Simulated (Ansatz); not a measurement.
## CdS: input, output and frames of a trajectory

Method: DFT PBEsol, scalar-relativistic, plane waves, PAW in Ansatz. The runs took a 420 eV cutoff, a shifted (0.5, 0.5, 0.5 steps) 2×2×2 mesh and Fermi–Dirac smearing (0.039 eV). The mesh is coarse. No spin polarisation.

32 atoms, starting at 1.00 times the perfect crystal's volume (space group F-43m); Langevin thermostat at 450 K (friction 0.02 fs⁻¹), fixed cell; 123 steps of 3 fs. The run is short and not equilibrated.

Self-consistency was reached.

The run took 12 min on 4 threads of AMD EPYC 9R45 96-Core Processor (Zen 5) (shared host), peak memory 3.9 GiB.

Command:
```bash
ansatz run input.yaml --threads 4 --pin off --max-ram 9216MiB --backend cpu --events-out ev --progress --plain --runs-dir out
```

Input:
```yaml
crystal:
  lattice:
    - [-5.8241960529, 5.8241960529, -5.8241960529]
    - [5.8241960529, -5.8241960529, -5.8241960529]
    - [-5.8241960529, -5.8241960529, 5.8241960529]
  atoms:
    - { symbol: Cd, position: [0.4906666884, 0.2559197921, 0.2597695112] }
    - { symbol: Cd, position: [0.2597537357, 0.2662847265, 0.5221618043] }
    - { symbol: Cd, position: [0.0075735488, 0.2642608002, 0.7518148968] }
    - { symbol: Cd, position: [0.7445287002, -0.0097903761, 0.2551195443] }
    - { symbol: Cd, position: [0.7433179103, 0.2590929948, 0.0062794497] }
    - { symbol: Cd, position: [0.4983193827, -0.0003547617, 0.5169128504] }
    - { symbol: Cd, position: [0.2507297382, 0.0077088729, 0.7616220413] }
    - { symbol: Cd, position: [0.0140018357, 0.7615156026, 0.256462328] }
    - { symbol: Cd, position: [0.9986127478, 1.0034440231, 1.0148892818] }
    - { symbol: Cd, position: [0.7610200636, 0.7676182971, 0.5117306819] }
    - { symbol: Cd, position: [0.5045135963, 0.7595934489, 0.7570944643] }
    - { symbol: Cd, position: [0.2420712363, 0.4934883724, 0.2378267592] }
    - { symbol: Cd, position: [0.2665048341, 0.7660505895, 0.0073594866] }
    - { symbol: Cd, position: [-0.0005285683, 0.493975358, 0.4914898117] }
    - { symbol: Cd, position: [0.7576505916, 0.4909921377, 0.7314599903] }
    - { symbol: Cd, position: [0.5043931608, 0.4913035305, -0.0017938828] }
    - { symbol: S, position: [0.5040683815, 0.0022709046, 0.2704834588] }
    - { symbol: S, position: [0.2567580222, 0.0157363787, 0.522804134] }
    - { symbol: S, position: [0.0015364015, 0.0154044312, 0.7642894647] }
    - { symbol: S, position: [0.7577214037, 0.7515359978, 0.2494056611] }
    - { symbol: S, position: [0.7418782748, 0.0075356262, 0.0012703185] }
    - { symbol: S, position: [0.4925634376, 0.740572831, 0.4945973133] }
    - { symbol: S, position: [0.246516292, 0.7472769717, 0.7464154986] }
    - { symbol: S, position: [-0.003163926, 0.5044093794, 0.2424254101] }
    - { symbol: S, position: [-0.0019741717, 0.7461888847, -0.0007935742] }
    - { symbol: S, position: [0.7531546235, 0.5034619719, 0.4918593139] }
    - { symbol: S, position: [0.5179384826, 0.5085652044, 0.7651406784] }
    - { symbol: S, position: [0.2423240161, 0.2531006525, 0.2580671173] }
    - { symbol: S, position: [0.2644103081, 0.5217389381, 0.0058469458] }
    - { symbol: S, position: [-0.0054698609, 0.2447842612, 0.4963433232] }
    - { symbol: S, position: [0.7552544009, 0.2504787634, 0.7553005881] }
    - { symbol: S, position: [0.4982950898, 0.2506107855, 0.0114497093] }
basis:
  ecutwfc: 420
kpoints:
  mp_grid: { grid: [2, 2, 2], shift: [0.5, 0.5, 0.5] }
hamiltonian:
  xc: pbesol
scf:
  occupations: { method: fermi_dirac, width: 0.0388 }
  lower_state_search: "off"
  convergence: { dr2_threshold: 1.0e-07 }
output:
  forces: true
  stress: true
md:
  timestep: 3.0
  n_steps: 123
  ensemble: nvt_langevin
  temperature: 450.0
  initial_velocities: maxwell_boltzmann
  seed: 15696
  friction: 0.02
```

Output (its end):
```
...
  E_closure    = -0.000000  (closes the sum)
  Σ components = -145121.555803   (vs F -145121.555803, Δ=0.00e0)
--- Forces (eV/Å), atoms counted from 1 ---
  atom   1  Cd     0.28428486     0.05128459    -0.67142679
  atom   2  Cd    -0.45688218     0.10681856    -0.53668496
  atom   3  Cd     0.27617358     0.00719123    -0.23485182
  atom   4  Cd    -0.04347371    -0.34931352     0.30012943
  atom   5  Cd     0.00570452     0.52438686    -0.23712839
  atom   6  Cd     0.47479670    -0.52557844    -0.93431462
  atom   7  Cd     0.11823976     0.52561386    -0.50104418
  atom   8  Cd    -0.43244381    -0.16069789     0.15322058
  atom   9  Cd     0.48223565    -0.76839919    -1.00025549
  atom  10  Cd    -0.29513295     0.00815495    -0.92863215
  atom  11  Cd    -0.93944644    -0.01501993     0.51357455
  atom  12  Cd    -0.67675658     0.71349351    -0.60580300
  atom  13  Cd     0.04744878    -0.06245162    -1.07006961
  atom  14  Cd     0.08473663    -1.08029449    -0.25246694
  atom  15  Cd     0.69235553     0.34517642     0.57426761
  atom  16  Cd     1.10433097     0.58912738     0.28171229
  atom  17  S     -0.69028263     0.69600403     0.94189918
  atom  18  S     -0.56375741     0.19437847     0.15230019
  atom  19  S      0.53809674    -0.24436544     0.25264118
  atom  20  S     -0.13622378    -0.75123737     0.23310839
  atom  21  S      0.17375969    -0.12350606    -0.63022701
  atom  22  S      0.65839121     0.05008182    -0.14484651
  atom  23  S     -0.08934178    -0.27724352     1.07777859
  atom  24  S      0.93473777    -0.01383125     0.21090197
  atom  25  S     -0.12221369     0.88892023     0.65214191
  atom  26  S     -0.84906450    -0.19152216     0.11823161
  atom  27  S     -0.63371768    -0.56607572    -0.57796036
  atom  28  S      1.17465601    -0.05006991     0.87449299
  atom  29  S      0.07480215     0.44129797     0.57411173
  atom  30  S     -0.87638867     0.38653962     1.00133021
  atom  31  S     -0.01729180    -0.18539292    -0.17033447
  atom  32  S     -0.30230959    -0.16346263     0.58423129
  max |Σ_I F_I| component: 2.74e-5 eV/Å
--- Stress (GPa, compression-positive) ---
        0.253689      -1.365131      -0.085268
       -1.365131       0.433646      -0.005083
       -0.085268      -0.005083      -0.068641
  P = ⅓ Tr σ = 0.2062 GPa (2.062 kbar)
--- MD trajectory: 123 steps, t = 0.0 → 369.0 fs ---
  final state: T = 464.5 K   F+E_penalty+E_count = -145121.55580262 eV   E_kin = 1.921414 eV
```

Frames along the run (Å, eV/Å; dE is the potential energy from the first frame):

```xyz
32
Lattice="-5.824 5.824 -5.824 5.824 -5.824 -5.824 -5.824 -5.824 5.824" Properties=species:S:1:pos:R:3:forces:R:3 pbc="T T T" time_fs=0.00 dE_eV=0.0000 T_K=436
Cd   -2.880   -0.146   -2.835   -0.344    0.283    0.206
Cd   -3.003   -3.079   -0.023    0.068    0.031   -0.093
Cd   -2.884   -5.874    2.796   -0.326   -0.252    0.031
Cd   -5.879    2.907   -2.793    0.470   -0.006   -0.277
Cd   -2.857    2.784   -5.802   -0.042    0.355   -0.163
Cd   -5.915   -0.106    0.110   -0.057    0.102    0.036
Cd   -5.851   -3.020    2.931   -0.042   -0.001    0.499
Cd    2.860   -5.847   -3.023    0.001   -0.251   -0.084
Cd   -5.883   -5.939   -5.749    0.285    0.275    0.239
Cd   -2.942   -3.019   -5.923    0.238    0.174    0.111
Cd   -2.924   -5.895   -2.953    0.070    0.407    0.244
Cd    0.079   -2.849   -2.899    0.076   -0.117   -0.158
Cd    2.867   -2.952   -5.971    0.413   -0.360    0.111
Cd    0.018   -5.743   -0.011    0.016    0.007   -0.140
Cd   -5.813   -2.707   -3.012   -0.191   -0.533    0.253
Cd   -0.066    0.087   -5.810    0.042   -0.552   -0.117
S    -4.498    1.347   -1.374    0.478   -0.208   -0.464
S    -4.449   -1.641    1.458    0.370    0.538   -0.060
S    -4.371   -4.532    4.353   -0.243    0.082    0.005
S    -1.489   -1.417   -7.338   -0.313   -0.006    0.465
S    -4.284    4.270   -4.357   -0.585   -0.165   -0.010
S    -1.436   -4.325   -4.301   -0.247   -0.107   -0.126
S    -1.431   -7.264   -1.441    0.107   -0.118   -0.115
S     1.544   -4.368   -1.507   -0.463   -0.097    0.042
S     4.362   -4.353   -4.339    0.057    0.116   -0.456
S    -4.319   -1.410   -4.454    0.150   -0.126   -0.145
S    -4.511   -4.402   -1.522    0.441    0.211   -0.361
S    -1.440   -1.566   -1.382   -0.242   -0.084   -0.023
S     1.465   -1.533   -4.545   -0.236    0.635    0.616
S    -1.433   -4.348    1.497   -0.006   -0.031   -0.333
S    -7.339   -1.459   -1.459    0.053   -0.157    0.052
S    -1.509    1.376   -4.295    0.001   -0.047    0.218
32
Lattice="-5.824 5.824 -5.824 5.824 -5.824 -5.824 -5.824 -5.824 5.824" Properties=species:S:1:pos:R:3:forces:R:3 pbc="T T T" time_fs=75.00 dE_eV=1.0175 T_K=333
Cd   -2.940   -0.267   -2.818   -0.631    0.004   -0.388
Cd   -2.880   -3.169   -0.002    0.096    0.572    0.630
Cd   -3.077   -6.038    2.863    0.415    0.464   -0.151
Cd   -5.795    2.812   -2.827   -0.052    0.385   -0.504
Cd   -2.739    2.600   -5.718   -0.405    0.263    0.010
Cd   -6.006    0.038   -0.048    0.179   -0.323   -0.157
Cd   -5.745   -2.961    3.019    0.657   -0.401   -0.782
Cd    2.785   -5.792   -3.018    0.681   -0.013    0.064
Cd   -5.849   -5.912   -5.792   -0.383    0.537    0.290
Cd   -2.963   -3.011   -5.940    0.462    0.715    0.390
Cd   -2.785   -5.766   -2.982   -0.369   -0.273   -0.385
Cd    0.045   -2.769   -2.858    0.089    0.115   -0.395
Cd    2.830   -2.839   -5.938    0.627   -0.334   -0.078
Cd   -0.093   -5.803   -0.255    0.250    0.090    0.646
Cd   -5.866   -2.838   -2.944    0.573   -0.478   -0.516
Cd   -0.007   -0.015   -5.883   -0.151    0.639    0.264
S    -4.312    1.372   -1.438   -0.370   -0.304   -0.219
S    -4.397   -1.398    1.354   -0.227   -0.994   -0.086
S    -4.314   -4.541    4.424   -0.355    0.130   -0.604
S    -1.398   -1.384   -7.249   -1.010   -0.751   -1.033
S    -4.345    4.334   -4.506    0.629   -0.604    0.940
S    -1.358   -4.189   -4.359   -0.516   -0.434   -0.190
S    -1.384   -7.351   -1.586   -1.047    0.208    0.133
S     1.376   -4.350   -1.567    0.806    0.099    0.559
S     4.299   -4.278   -4.452    0.265   -0.408    0.099
S    -4.461   -1.444   -4.586    0.392   -0.191    0.664
S    -4.332   -4.457   -1.453   -0.352    0.314   -0.798
S    -1.451   -1.551   -1.357   -0.283   -0.192    0.121
S     1.400   -1.466   -4.556   -0.034   -0.279    0.710
S    -1.409   -4.580    1.484   -0.254    0.422    0.303
S    -7.411   -1.602   -1.565    0.190    0.275    1.185
S    -1.383    1.178   -4.106    0.126    0.746   -0.723
32
Lattice="-5.824 5.824 -5.824 5.824 -5.824 -5.824 -5.824 -5.824 5.824" Properties=species:S:1:pos:R:3:forces:R:3 pbc="T T T" time_fs=147.00 dE_eV=1.4819 T_K=281
Cd   -3.062   -0.366   -2.920    0.438    0.749    0.272
Cd   -2.859   -3.226    0.144    0.188    0.611    0.243
Cd   -3.148   -5.913    2.875    1.387   -0.369    0.006
Cd   -5.644    2.678   -2.788   -0.553    0.410   -0.309
Cd   -2.799    2.772   -5.540    0.015    0.221    0.045
Cd   -6.214   -0.013   -0.042    1.392   -0.449   -0.019
Cd   -5.712   -2.831    3.034    0.436   -0.521   -0.977
Cd    2.803   -5.703   -3.075    0.024   -0.197    0.376
Cd   -5.754   -5.814   -5.772   -0.411   -0.420   -0.170
Cd   -2.948   -2.900   -5.962   -0.229   -0.158    0.306
Cd   -2.819   -5.699   -3.082   -0.030   -0.213   -0.644
Cd   -0.022   -2.727   -2.799    0.283   -0.346   -0.763
Cd    2.842   -2.827   -5.891   -0.112    0.130   -0.181
Cd    0.026   -5.818   -0.315   -0.330    0.312    0.280
Cd   -5.890   -2.933   -2.955   -0.050   -0.241    0.288
Cd   -0.077    0.045   -5.968    0.156   -0.682   -0.711
S    -4.364    1.258   -1.283    0.339   -0.206   -0.422
S    -4.318   -1.505    1.362   -0.572    0.036    0.029
S    -4.366   -4.505    4.296   -0.440    0.906    1.002
S    -1.570   -1.577   -7.450    0.656    0.907   -0.212
S    -4.397    4.326   -4.321    0.180   -0.062    0.183
S    -1.353   -4.206   -4.478   -0.630    0.523    0.855
S    -1.540   -7.318   -1.727   -0.049    0.358    1.087
S     1.523   -4.076   -1.434   -0.009   -1.340   -0.225
S     4.285   -4.335   -4.563    0.547    0.111    0.684
S    -4.538   -1.487   -4.517    0.207   -0.302   -0.187
S    -4.168   -4.485   -1.499   -1.364    0.534   -0.133
S    -1.509   -1.581   -1.364   -0.489    0.585    0.603
S     1.379   -1.408   -4.417   -0.371   -0.671   -0.814
S    -1.417   -4.603    1.616    0.501    0.032   -0.529
S    -7.399   -1.561   -1.380   -0.261   -0.511   -0.844
S    -1.272    1.285   -4.310   -0.850    0.263    0.879
32
Lattice="-5.824 5.824 -5.824 5.824 -5.824 -5.824 -5.824 -5.824 5.824" Properties=species:S:1:pos:R:3:forces:R:3 pbc="T T T" time_fs=222.00 dE_eV=1.1988 T_K=457
Cd   -3.051   -0.259   -2.912    0.998   -0.034   -0.525
Cd   -2.818   -3.072    0.288   -0.426    0.313   -0.445
Cd   -3.064   -5.884    2.992    0.291   -0.028   -0.860
Cd   -5.691    2.635   -2.775   -0.433    0.279   -0.445
Cd   -2.912    2.996   -5.613    0.161   -0.780    0.102
Cd   -6.078    0.000    0.022   -0.493    0.465   -0.366
Cd   -5.682   -2.920    2.866   -0.474    0.215    0.285
Cd    2.770   -5.846   -3.136    0.329    0.158    0.375
Cd   -5.777   -5.870   -5.772   -0.410    0.266    0.134
Cd   -2.978   -2.815   -5.914    0.495    0.130    0.167
Cd   -2.892   -5.651   -3.059    0.002   -0.490    0.585
Cd    0.052   -2.699   -2.874   -0.309   -0.601    0.328
Cd    2.754   -2.804   -5.938    0.269   -0.039   -0.103
Cd    0.060   -5.858   -0.238   -0.014    0.663   -0.472
Cd   -5.994   -2.937   -2.814    0.124    0.037   -0.883
Cd   -0.051    0.023   -6.164    0.035    0.684    0.525
S    -4.350    1.116   -1.436   -0.110    1.083    0.745
S    -4.592   -1.361    1.318    1.171   -1.000    0.269
S    -4.343   -4.349    4.366   -0.327   -0.201    0.398
S    -1.429   -1.502   -7.479   -0.560   -0.165   -0.244
S    -4.390    4.375   -4.163   -0.314   -0.155   -0.434
S    -1.500   -4.199   -4.342    0.525    0.433   -0.659
S    -1.442   -7.216   -1.611   -0.583   -0.426   -0.014
S     1.576   -4.264   -1.552   -0.228   -0.024    0.365
S     4.202   -4.272   -4.447    0.673   -0.144   -0.167
S    -4.501   -1.415   -4.551    0.262   -0.749    0.888
S    -4.298   -4.209   -1.604   -0.108   -0.187    0.870
S    -1.520   -1.534   -1.289    0.146    0.157   -0.192
S     1.262   -1.334   -4.470    0.691    0.082   -0.378
S    -1.320   -4.619    1.452   -0.477    0.354    0.606
S    -7.445   -1.507   -1.474    0.099    0.272    0.424
S    -1.305    1.411   -4.232   -1.003   -0.567   -0.879
32
Lattice="-5.824 5.824 -5.824 5.824 -5.824 -5.824 -5.824 -5.824 5.824" Properties=species:S:1:pos:R:3:forces:R:3 pbc="T T T" time_fs=294.00 dE_eV=1.4382 T_K=413
Cd   -2.974   -0.058   -2.943   -0.478   -0.338    0.724
Cd   -2.802   -2.971    0.395    0.312   -0.489   -0.862
Cd   -3.101   -5.901    2.932   -0.150   -0.140    0.067
Cd   -5.813    2.715   -2.834    0.458   -0.646   -0.184
Cd   -3.000    2.950   -5.656    0.328    0.148   -0.394
Cd   -5.876    0.088    0.149   -0.515   -0.144   -0.180
Cd   -5.817   -2.975    2.868   -0.007   -0.848    0.192
Cd    2.879   -5.851   -3.088   -0.067    0.417    0.168
Cd   -5.792   -5.888   -5.678    0.105    0.135    0.427
Cd   -2.858   -2.686   -5.910   -0.340   -0.676    0.407
Cd   -2.786   -5.740   -2.755   -0.560    1.154   -0.746
Cd    0.147   -2.648   -2.812   -0.222   -0.161   -0.530
Cd    2.908   -2.721   -5.882    0.444   -0.402    0.288
Cd    0.027   -5.787   -0.314   -0.272   -0.429    0.836
Cd   -6.044   -2.854   -2.964    0.337    0.141    1.003
Cd   -0.059    0.023   -6.187   -0.125    0.247    0.535
S    -4.354    1.517   -1.119   -0.075   -0.906   -1.713
S    -4.441   -1.528    1.416   -0.213    0.348    0.411
S    -4.347   -4.464    4.510   -0.299    0.752   -0.329
S    -1.455   -1.534   -7.539   -0.440    0.732    0.262
S    -4.300    4.300   -4.076   -0.512    0.577   -0.391
S    -1.377   -4.087   -4.352   -0.401   -0.446    0.563
S    -1.500   -7.372   -1.589    1.091    0.276    0.201
S     1.514   -4.280   -1.486    0.335   -0.111   -0.319
S     4.266   -4.222   -4.416    0.048   -0.942   -0.138
S    -4.543   -1.564   -4.418    0.613    0.990   -0.265
S    -4.341   -4.189   -1.401    0.089    0.056   -0.326
S    -1.424   -1.497   -1.248   -0.489    0.115   -0.324
S     1.434   -1.346   -4.637   -0.812    0.511    1.185
S    -1.440   -4.674    1.594    0.620    0.628   -0.630
S    -7.399   -1.341   -1.379    0.269   -0.563    0.322
S    -1.595    1.346   -4.376    0.931    0.013   -0.259
32
Lattice="-5.824 5.824 -5.824 5.824 -5.824 -5.824 -5.824 -5.824 5.824" Properties=species:S:1:pos:R:3:forces:R:3 pbc="T T T" time_fs=369.00 dE_eV=1.5502 T_K=464
Cd   -3.016   -0.032   -2.877    0.284    0.051   -0.671
Cd   -2.620   -3.004    0.268   -0.457    0.107   -0.537
Cd   -3.114   -5.917    3.007    0.276    0.007   -0.235
Cd   -5.720    2.836   -2.962   -0.043   -0.349    0.300
Cd   -2.971    2.892   -5.681    0.006    0.524   -0.237
Cd   -5.858    0.097    0.333    0.475   -0.526   -0.934
Cd   -5.886   -3.233    2.910    0.118    0.526   -0.501
Cd    2.849   -5.783   -3.081   -0.432   -0.161    0.153
Cd   -5.942   -5.884   -5.694    0.482   -0.768   -1.000
Cd   -2.824   -2.798   -5.707   -0.295    0.008   -0.929
Cd   -2.816   -5.615   -2.889   -0.939   -0.015    0.514
Cd    0.156   -2.838   -2.770   -0.677    0.713   -0.606
Cd    2.943   -2.726   -5.771    0.047   -0.062   -1.070
Cd    0.025   -5.783   -0.220    0.085   -1.080   -0.252
Cd   -6.018   -2.921   -3.021    0.692    0.345    0.574
Cd   -0.246   -0.041   -6.210    1.104    0.589    0.282
S    -4.281    1.401   -1.453   -0.690    0.696    0.942
S    -4.318   -1.611    1.457   -0.564    0.194    0.152
S    -4.457   -4.382    4.489    0.538   -0.244    0.253
S    -1.566   -1.495   -7.565   -0.136   -0.751    0.233
S    -4.372    4.479   -4.207    0.174   -0.124   -0.630
S    -1.463   -4.181   -4.272    0.658    0.050   -0.145
S    -1.390   -7.268   -1.770   -0.089   -0.277    1.078
S     1.477   -4.346   -1.515    0.935   -0.014    0.211
S     4.270   -4.403   -4.524   -0.122    0.889    0.652
S    -4.356   -1.395   -4.457   -0.849   -0.192    0.118
S    -4.291   -4.174   -1.346   -0.634   -0.566   -0.578
S    -1.633   -1.529   -1.554    1.175   -0.050    0.874
S     1.294   -1.422   -4.557    0.075    0.441    0.574
S    -1.231   -4.621    1.442   -0.876    0.387    1.001
S    -7.320   -1.395   -1.348   -0.017   -0.185   -0.170
S    -1.464    1.326   -4.532   -0.302   -0.163    0.584
```